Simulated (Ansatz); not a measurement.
Rows from a G0W0 calculation on RbCl (Fm-3m) (Ansatz 0.2.0; G0W0 on PBE, plane waves, PAW; PAW set soft_1; 4×4×4 mesh, 457 empty bands, screening to 200 eV, PAW set soft_1 files), in eV. Spin-orbit coupling is left out.

| row | k | band | start | Σx | Σc at the solution | Vxc |
| --- | --- | --- | --- | --- | --- | --- |
| A | Γ | c1 | 6.028 | -4.104 | -3.029 | -7.705 |
| B | Γ | v1 | 1.024 | -20.677 | 2.290 | -16.225 |
| C | Γ | c2 | 9.009 | -3.907 | -3.230 | -8.241 |

Question: Give the quasiparticle energies and the shift of each level.

The quasiparticle equation reads E = start + Σx + Σc(E) − Vxc.

| row | E (eV) | shift (eV) |
| --- | --- | --- |
| A | 6.599 | +0.571 |
| B | -1.139 | −2.162 |
| C | 10.112 | +1.103 |

Limits: not at the basis limit; no spin-orbit coupling.

[Runs of the session that timed out or met a known fault of the program may be left out.]

[Cells called generated may have been cut or substituted from an entry of the Crystallography Open Database or the Materials Project.]

[Hosts, paths, dates, database ids (printed as entryN), source tags and the programs' standing remarks are cut or masked in the printed files.]
